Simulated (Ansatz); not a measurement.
# InSb2: a trial structure relaxed, part 2 of 2

Where does InSb2 go from the start given, tetragonal zirconia type (P4_2/nmc, No. 137)?

Ansatz 0.2.0; DFT PBE, scalar-relativistic, plane waves, PAW.

### Step 4. Full relaxation (candidate A)

The input, input.yaml:

```yaml
crystal:
  lattice:
    - [0.0, 3.6209685456, 3.6209685456]
    - [3.6209685456, 0.0, 3.6209685456]
    - [3.6209685456, 3.6209685456, 0.0]
  atoms:
    - { symbol: In, position: [0.0, 0.0, 0.0] }
    - { symbol: Sb, position: [0.75, 0.75, 0.75] }
    - { symbol: Sb, position: [0.25, 0.25, 0.25] }
basis:
  ecutwfc: 420
kpoints:
  mp_grid: { grid: [12, 12, 12] }
hamiltonian:
  xc: pbe
scf:
  occupations: { method: gaussian, width: 0.1 }
output:
  forces: true
  stress: true
  eigenvalues: true
relax:
  adjacent_minimum: "off"
  f_tol: 0.01
  max_steps: 80
  cell: { stress_tol: 0.05 }
```

The run is started by

```console
$ ansatz run input.yaml --threads 1 --pin off --max-ram 2560MiB --backend cpu --events-out ev --progress --plain --runs-dir out
```

Output:

```text
Warning: RAYON_NUM_THREADS=1 ignored (pool sized by the plan → 1); use --threads N
Engine: ansatz 0.2.0, x86_64-unknown-linux-gnu
Pseudopotentials: kind: paw
Pseudopotential: In, paw, valence charge 13, recommended cutoff 420 eV (normal), In.paw.azcp
Pseudopotential: Sb, paw, valence charge 15, recommended cutoff 420 eV (normal), Sb.paw.azcp
Functional definition: PBE
  parameter kappa = 0.804
  parameter beta = 0.06672455060314922
  exchange = pbe_x(kappa = kappa, mu = beta*pi^2/3)
  correlation = pbe_c(beta = beta)
Crystal: 3 atoms, lattice volume = 94.952 Å³
Basis set: ecut = 420 eV, 1837 PW (Γ), exchange–correlation on 72×72×72 points (8 copies of the dense FFT grid, shifted against one another)
Bands: 26, of which v1, the nominal top of the filled ones, is band 22 counted from 1 (21 counted from 0)
Symmetry: 48 space group operations
Space group: Fm-3m (ITA 225), of the structure as read, at distance tolerance 4.6e-5 Å
k-points: 72 of 1728
Non-local potential: In, projectors of the file, l = 0: 2, l = 1: 2, l = 2: 2, l = 3: 2
Non-local potential: Sb, projectors of the file, l = 0: 2, l = 1: 2, l = 2: 2, l = 3: 2
PAW form: soft (Blöchl's): semilocal exchange-correlation on the pseudo side does not see the compensation charge
PAW one-centre angular grid: In, 590 points (default); XC on 64 Gauss nodes
PAW one-centre angular grid: Sb, 590 points (default); XC on 64 Gauss nodes
Initial density: superposition of atomic densities (neutral atoms: chi_scale 0, normalization atom), corrected by the library's trained network
Initial wavefunctions: pseudopotential atomic-orbital guess
Functional: x = pbe(κ = 0.804, μ = 0.2195149727645171), c = pbe(β = 0.06672455060314922)
SCF iter   1: F=—  HF=-18566.094346 eV  |F-HF|=—  |Δ(HF+E_count)|=         —  Δρ=9.86e-4  dr2=9.71e-4  ethr=1.77e-3  ⟨swp⟩=6.1  Hψ=8138  notcnv=0
preconditioner: auto → LDOS  [metal: Δε(μ)=0.019 eV  Ē_g=11.504 eV  σ=0.100 eV  W_gap=0.10  n_scr=14 (ndim 8)  ℏωp=18.3 eV  f_vac=0.049  D(μ)=1.63/eV (n_scr^D=14)  β→1.0]
SCF iter   2: F=—  HF=-18566.093251 eV  |F-HF|=—  |Δ(HF+E_count)|=   1.10e-3  Δρ=1.07e-3  dr2=6.54e-4  ethr=2.26e-6  ⟨swp⟩=2.1  Hψ=4039  notcnv=0
SCF iter   3: F=—  HF=-18566.092890 eV  |F-HF|=—  |Δ(HF+E_count)|=   3.61e-4  Δρ=1.78e-4  dr2=3.83e-5  ethr=1.52e-6  ⟨swp⟩=2.0  Hψ=3406  notcnv=0
SCF iter   4: F=—  HF=-18566.092932 eV  |F-HF|=—  |Δ(HF+E_count)|=   4.27e-5  Δρ=1.54e-4  dr2=1.52e-5  ethr=8.91e-8  ⟨swp⟩=2.0  Hψ=3412  notcnv=0
SCF iter   5: F=—  HF=-18566.092924 eV  |F-HF|=—  |Δ(HF+E_count)|=   8.41e-6  Δρ=7.45e-5  dr2=3.28e-6  ethr=3.54e-8  ⟨swp⟩=2.0  Hψ=3348  notcnv=0
SCF iter   6: F=—  HF=-18566.092923 eV  |F-HF|=—  |Δ(HF+E_count)|=   1.18e-6  Δρ=2.13e-5  dr2=2.82e-7  ethr=7.63e-9  ⟨swp⟩=2.0  Hψ=3411  notcnv=0
SCF iter   7: F=-18566.092923 eV  HF=-18566.092923 eV  |F-HF|=2.95e-8  |Δ(HF+E_count)|=   1.42e-7  Δρ=6.46e-6  dr2=2.53e-8  ethr=2.33e-10  ⟨swp⟩=6.0  Hψ=7420  notcnv=0
SCF 1 converged in 7 iterations: F = -18566.092923 eV  dr2 = 2.53e-8
relax step   1: F+E_penalty+E_count = -18566.09292262 eV  Δ(F+E_penalty+E_count) = +0.000e0 eV  max|allowed force component| = 1.234e-17 eV/Å  Δτ_max = 0.0000 Å  P = -0.196 GPa  Ω = 94.952 Å³  (7 SCF iters, dr2 threshold 1.00e-7 eV, accepted)
Crystal: 3 atoms, lattice volume = 94.429 Å³
Initial density: handed on by an earlier stage of this run
Initial wavefunctions: those handed on with the density
iter 1 solved again at ethr=1.15e-7 eV; its pass at ethr=3.10e-3 eV (dr2=4.95e-5 eV) is discarded
SCF iter   1: F=—  HF=-18566.093265 eV  |F-HF|=—  |Δ(HF+E_count)|=         —  Δρ=8.08e-5  dr2=8.99e-6  ethr=1.15e-7  ⟨swp⟩=3.0  Hψ=10138  notcnv=0
preconditioner: auto → LDOS  [metal: Δε(μ)=0.017 eV  Ē_g=11.520 eV  σ=0.100 eV  W_gap=0.09  n_scr=14 (ndim 8)  ℏωp=18.3 eV  f_vac=0.054  D(μ)=1.62/eV (n_scr^D=14)  β→1.0]
SCF iter   2: F=—  HF=-18566.093267 eV  |F-HF|=—  |Δ(HF+E_count)|=   2.57e-6  Δρ=2.01e-5  dr2=7.02e-7  ethr=2.09e-8  ⟨swp⟩=1.0  Hψ=1874  notcnv=0
SCF iter   3: F=-18566.093267 eV  HF=-18566.093267 eV  |F-HF|=6.36e-8  |Δ(HF+E_count)|=   1.18e-7  Δρ=9.74e-6  dr2=6.90e-8  ethr=2.23e-10  ⟨swp⟩=7.1  Hψ=9309  notcnv=0
SCF 2 converged in 3 iterations: F = -18566.093267 eV  dr2 = 6.90e-8
relax step   2: F+E_penalty+E_count = -18566.09326718 eV  Δ(F+E_penalty+E_count) = -3.446e-4 eV  max|allowed force component| = 1.442e-16 eV/Å  Δτ_max = 0.0000 Å  P = +0.051 GPa  Ω = 94.429 Å³  energy of the carried Pulay correction = +1.060e-4 eV  (3 SCF iters, dr2 threshold 9.59e-8 eV, accepted)
Crystal: 3 atoms, lattice volume = 94.537 Å³
iter 1 solved again at ethr=4.19e-9 eV; its pass at ethr=3.10e-3 eV (dr2=1.80e-6 eV) is discarded
SCF iter   1: F=—  HF=-18566.093259 eV  |F-HF|=—  |Δ(HF+E_count)|=         —  Δρ=1.70e-5  dr2=3.08e-7  ethr=4.19e-9  ⟨swp⟩=3.0  Hψ=10193  notcnv=0
preconditioner: auto → LDOS  [metal: Δε(μ)=0.018 eV  Ē_g=11.515 eV  σ=0.100 eV  W_gap=0.10  n_scr=14 (ndim 8)  ℏωp=18.3 eV  f_vac=0.055  D(μ)=1.62/eV (n_scr^D=14)  β→1.0]
SCF iter   2: F=—  HF=-18566.093262 eV  |F-HF|=—  |Δ(HF+E_count)|=   2.89e-6  Δρ=6.05e-6  dr2=3.29e-8  ethr=7.16e-10  ⟨swp⟩=2.0  Hψ=3430  notcnv=0
SCF iter   3: F=—  HF=-18566.093262 eV  |F-HF|=—  |Δ(HF+E_count)|=   1.90e-9  Δρ=3.62e-6  dr2=1.11e-8  ethr=1.52e-11  ⟨swp⟩=6.1  Hψ=8568  notcnv=0
SCF iter   4: F=-18566.093262 eV  HF=-18566.093262 eV  |F-HF|=5.09e-11  |Δ(HF+E_count)|=   5.62e-9  Δρ=3.67e-7  dr2=1.91e-10  ethr=1.52e-11  ⟨swp⟩=4.9  Hψ=6379  notcnv=0
SCF 3 converged in 4 iterations: F = -18566.093262 eV  dr2 = 1.91e-10
relax step   3: F+E_penalty+E_count = -18566.09326228 eV  Δ(F+E_penalty+E_count) = +4.900e-6 eV  max|allowed force component| = 1.257e-16 eV/Å  Δτ_max = 0.0000 Å  P = -0.001 GPa  Ω = 94.537 Å³  energy of the carried Pulay correction = +8.410e-5 eV  (4 SCF iters, dr2 threshold 6.54e-9 eV, accepted)
Initial wavefunctions: pseudopotential atomic-orbital guess (no wavefunctions were taken with the density)
iter 1 solved again at ethr=4.55e-7 eV; its pass at ethr=3.10e-3 eV (dr2=1.96e-4 eV) is discarded
SCF iter   1: F=—  HF=-18566.093166 eV  |F-HF|=—  |Δ(HF+E_count)|=         —  Δρ=5.35e-6  dr2=4.26e-9  ethr=4.55e-7  ⟨swp⟩=3.0  Hψ=13101  notcnv=0
eigensolver tolerance schedule: the retry pair's looser diagonalisation over-reported the residual by 45942.14 of it (diagonalisation noise at an unbounded share of the residual, at the tolerance the schedule requests for it); recorded, not acted on — ethr = c·dr2/N_el stays at c = 1.0e-1
SCF iter   2: F=—  HF=-18566.093171 eV  |F-HF|=—  |Δ(HF+E_count)|=   5.28e-6  Δρ=1.27e-6  dr2=8.63e-10  ethr=9.91e-12  ⟨swp⟩=3.3  Hψ=5020  notcnv=0
SCF iter   3: F=—  HF=-18566.093171 eV  |F-HF|=—  |Δ(HF+E_count)|=  4.55e-10  Δρ=5.02e-7  dr2=2.44e-10  ethr=2.01e-12  ⟨swp⟩=2.0  Hψ=3433  notcnv=0
SCF iter   4: F=-18566.093171 eV  HF=-18566.093171 eV  |F-HF|=1.09e-11  |Δ(HF+E_count)|=  1.09e-10  Δρ=7.80e-8  dr2=6.50e-12  ethr=1.00e-12  ⟨swp⟩=5.2  Hψ=9931  notcnv=0
SCF 4 converged in 4 iterations: F = -18566.093171 eV  dr2 = 6.50e-12
relax step   4: F+E_penalty+E_count = -18566.09317079 eV  Δ(F+E_penalty+E_count) = +9.149e-5 eV  max|allowed force component| = 1.349e-16 eV/Å  Δτ_max = 0.0000 Å  P = -0.000 GPa  Ω = 94.537 Å³  stress off target by 4.17e-5 GPa  SCF on the basis re-selected at this cell (its energy is not comparable with the rows above)  (4 SCF iters)
basis re-selected at this cell: Δ(F+E_penalty+E_count) = +9.149e-5 eV, ΔP = +0.000 GPa vs the last step (what re-selecting the basis moved, of the pressure what is left beyond the Pulay correction that the steps carried, after the strain that the cell walked since its last selection, with what the two solves' SCF thresholds leave and, on support functions, any second-order correction that the steps lacked; it is no measure of the basis error at this ecutwfc). This SCF's stress stands 4.17e-5 GPa from its target on what of the cell is left free (relax.cell.stress_tol is 5.00e-2 GPa) and its largest allowed force component is 1.35e-16 eV/Å (relax.f_tol is 1.00e-2 eV/Å): within both
SCF converged after 4 iterations
Free energy (F): -18566.093171 eV
Harris-Foulkes:  -18566.093171 eV  (|F-HF|=1.09e-11)
Internal energy: -18566.085048 eV  (E = F + TS)
E sigma→0 (E₀):  -18566.089110 eV
Entropy (-TS):   -0.008122 eV (-2.707 meV/atom)
Fermi energy:    8.781008 eV
--- Per-component energies (eV) ---
  E_band       = -412.476283
  E_kinetic    = 653.785155
  E_local      = -4579.269385  (includes V_loc(G=0)·N_el)
  E_nonlocal   = 1089.471635
  E_hartree    = 2000.582383
  E_xc         = -491.394793
  E_vxc        = -290.533601  (∫ρ·V_xc dr)
  E_paw        = -13302.589160  (= ΣΔE_a)
  E_vpaw       = -1287.095061  (= ΣTr[D̂ρ^β])
  E_aug_tail   = 0.000022  (compensation charges beyond the density's cutoff)
  E_ewald      = -3936.670906
  E_smearing   = -0.008122  (= −TS)
  E_closure    = 0.000000  (closes the sum)
  Σ components = -18566.093171   (vs F -18566.093171, Δ=0.00e0)
--- Forces (eV/Å), atoms counted from 1 ---
  atom   1  In    -0.00000000     0.00000000     0.00000000
  atom   2  Sb     0.00000000     0.00000000     0.00000000
  atom   3  Sb    -0.00000000    -0.00000000    -0.00000000
  max |Σ_I F_I| component: 2.78e-17 eV/Å
--- Stress (GPa, compression-positive) ---
       -0.000042      -0.000000      -0.000000
       -0.000000      -0.000042      -0.000000
       -0.000000      -0.000000      -0.000042
  P = ⅓ Tr σ = -0.0000 GPa (-0.000 kbar)
--- Band table (eV; the first three rows and the last of 72) ---
  k-point 0: bands = ["-20.3530", "-20.3530", "-20.3438", "-20.3438", "-20.3438", "-20.3263", "-20.3263", "-20.3263", "-20.3023", "-20.3023", "-5.8318", "-5.8318", "-5.8318", "-5.7723", "-5.7723", "-2.5966", "1.5934", "6.8791", "6.8791", "6.8791", "7.3386", "8.4497", "8.4497", "8.4497", "11.1389", "11.1389"]
  k-point 1: bands = ["-20.3522", "-20.3522", "-20.3436", "-20.3435", "-20.3435", "-20.3266", "-20.3266", "-20.3265", "-20.3032", "-20.3032", "-5.8333", "-5.8311", "-5.8311", "-5.7724", "-5.7724", "-2.5440", "1.5162", "6.5168", "6.8368", "6.8368", "7.1163", "8.4295", "8.4295", "9.1675", "11.1455", "11.1589"]
  k-point 2: bands = ["-20.3497", "-20.3497", "-20.3428", "-20.3426", "-20.3426", "-20.3274", "-20.3274", "-20.3273", "-20.3058", "-20.3058", "-5.8376", "-5.8290", "-5.8290", "-5.7726", "-5.7726", "-2.3862", "1.2817", "5.7384", "6.7388", "6.7388", "7.1638", "8.3321", "8.3321", "10.0786", "11.3168", "11.3168"]
  k-point 71: bands = ["-20.3416", "-20.3416", "-20.3406", "-20.3395", "-20.3345", "-20.3345", "-20.3303", "-20.3294", "-20.3138", "-20.3138", "-5.8429", "-5.8429", "-5.8103", "-5.7770", "-5.7716", "-0.3566", "-0.3566", "2.2561", "4.4648", "7.2135", "7.2135", "9.4899", "11.1715", "11.2002", "11.7012", "14.2304"]
--- Relaxed structure (3 steps of the walk, 3 accepted, 1 SCFs on fresh bases) ---
  F+E_penalty+E_count = -18566.09317079 eV   max|allowed force component| = 1.349e-16 eV/Å   (the final SCF, on the basis selected at the relaxed cell)
  cell:  # Å, volume = 94.5369 Å³
    - [2.0381488131582358e-34, 3.6156844262638734, 3.6156844262638734]
    - [3.6156844262638734, -5.09537203289559e-35, 3.6156844262638734]
    - [3.6156844262638734, 3.6156844262638734, 1.7833802115134564e-34]
  atoms:
    - { symbol: In, position: [5.231101709292764e-35, -1.6298136834777988e-35, -4.593950750879347e-35] }
    - { symbol: Sb, position: [0.75, 0.75, 0.75] }
    - { symbol: Sb, position: [0.25, 0.25, 0.25] }
```

Wall time 18 s (1 thread of Intel Xeon 6975P-C (Granite Rapids), shared host); peak memory 0.5 GiB.

Relaxation path:

| step | energy from step 1 (eV/cell) | largest force component (eV/Å) | pressure (GPa) | volume (Å³) |
| --- | --- | --- | --- | --- |
| 1 | 0.0000 | 0.0000 | -0.20 | 94.95 |
| 2 | -0.0003 | 0.0000 | 0.05 | 94.43 |
| 3 | -0.0003 | 0.0000 | 0.00 | 94.54 |
| 4 | -0.0002 | 0.0000 | 0.00 | 94.54 |

Step 1 is the start. Step 4 repeats the geometry before it on a plane-wave basis chosen anew for that cell, so its energy need not be comparable with the rows above.

Lengths and angles in the start's conventional setting:

|  | before | after | change |
| --- | --- | --- | --- |
| a (Å) | 7.242 | 7.231 | -0.1 % |
| b (Å) | 7.242 | 7.231 | -0.1 % |
| c (Å) | 7.242 | 7.231 | -0.1 % |
| volume (Å³/atom) | 31.65 | 31.51 | -0.4 % |
| shortest distance (Å) | 3.136 | 3.131 | -0.1 % |
| space group (0.01 Å) | Fm-3m | Fm-3m | same |

Forces and stress were held to the start's 48 operations: a distortion of lower symmetry was not tested.

### Step 5. Variant: ecutwfc 44.1 Ry, occupations.method methfessel_paxton, occupations.width 0.025

input.yaml, as its differences from that of step 4:

```diff
@@ -10,3 +10,3 @@
 basis:
-  ecutwfc: 420
+  ecutwfc: "44.1 Ry"
 kpoints:
@@ -16,7 +16,7 @@
 scf:
-  occupations: { method: gaussian, width: 0.1 }
+  occupations: { method: methfessel_paxton, width: 0.025 }
 output:
   forces: true
+  eigenvalues: true
   stress: true
-  eigenvalues: true
 relax:
```

The run is started by

```console
$ ansatz run input.yaml --threads 1 --pin off --max-ram 2560MiB --backend cpu --events-out ev --progress --plain --runs-dir out
```

Output, cut to the lines that bear on the results:

```text
Warning: RAYON_NUM_THREADS=1 ignored (pool sized by the plan → 1); use --threads N
[...]
[... 4 set-up lines as earlier in the session ...]
[...]
Crystal: 3 atoms, lattice volume = 94.952 Å³
Basis set: ecut = 600.0110667240353 eV, 3143 PW (Γ), exchange–correlation on 90×90×90 points (8 copies of the dense FFT grid, shifted against one another)
Bands: 26, of which v1, the nominal top of the filled ones, is band 22 counted from 1 (21 counted from 0)
[... 2 set-up lines as earlier in the session ...]
k-points: 72 of 1728
[...]
--- Stress (GPa, compression-positive) ---
        0.047330       0.000000       0.000000
       -0.000000       0.047330       0.000000
       -0.000000       0.000000       0.047330
  P = ⅓ Tr σ = 0.0473 GPa (0.473 kbar)
--- Band table (eV; the first three rows and the last of 72) ---
[... band rows left out ...]
[...]
--- Relaxed structure (2 steps of the walk, 2 accepted, 1 SCFs on fresh bases) ---
  F+E_penalty+E_count = -18566.09242278 eV   max|allowed force component| = 1.095e-16 eV/Å   (the final SCF, on the basis selected at the relaxed cell)
  cell:  # Å, volume = 94.4174 Å³
    - [-2.4203017156254057e-34, 3.6141601065976503, 3.6141601065976503]
    - [3.6141601065976503, -1.019074406579118e-34, 3.6141601065976503]
    - [3.6141601065976503, 3.6141601065976503, -2.929838918914965e-34]
  atoms:
    - { symbol: In, position: [7.017894614408653e-36, 1.0711523358834255e-35, 1.3666426354374744e-35] }
    - { symbol: Sb, position: [0.7500000000000001, 0.7500000000000001, 0.7500000000000001] }
    - { symbol: Sb, position: [0.25000000000000006, 0.25000000000000006, 0.25000000000000006] }
```

It took 23 s on 1 thread of Intel Xeon 6975P-C (Granite Rapids), shared host; peak memory 0.62 GiB.

```tsv
run	ending	energy change	pressure (GPa)	gap (eV)	force (eV/Å)	cycles	time
step 4	converged	0	0.0	0.00	0.00	-	18 s
variant	converged	-1.1 meV/atom (σ→0)	0.0	0.00	0.00	17	23 s
```

Changing the cutoff and smearing moves the energy by -1.1 meV/atom (σ→0 values), and the final volume goes from 94.54 to 94.42 Å³. More than one kind of setting changed, and this run alone doesn't tell their shares apart.

### Step 6. Results

The summary covers parts 1 to 2. Changes of volume or cell count from the first structure of part 1.

Formation energies count from the elements, computed with the same settings in runs not shown here.

Rows marked E are candidates relaxed earlier by the same steps.

| candidate | start | space group at the end | atoms | volume (Å³/atom) | energy above the lowest (meV/atom) | gap on the mesh (eV) | formation energy (eV/atom) |
| --- | --- | --- | --- | --- | --- | --- | --- |
| E2 | marcasite type (Pnnm, No. 58) | Pnnm | 6 | 32.21 | 0.0 | 0.00 | +0.097 |
| E1 | cubic Laves (C15) type (Fd-3m, No. 227) | Fd-3m | 6 | 30.83 | 70.7 | 0.00 | +0.168 |
| A | tetragonal zirconia type (P4_2/nmc, No. 137) | Fm-3m | 3 | 31.51 | 146.8 | 0.00 | +0.244 |

In words: E2 (Pnnm) is lowest, 71 meV/atom under E1. The ranking holds among these candidates alone. Candidate A ended in another space group than at the start: P4_2/nmc to Fm-3m. The lowest formation energy here, +0.10 eV/atom, is positive, so the elements lie lower than the structures tried; another structure of the compound can lie lower. The runs treat Sb without spin-orbit coupling.
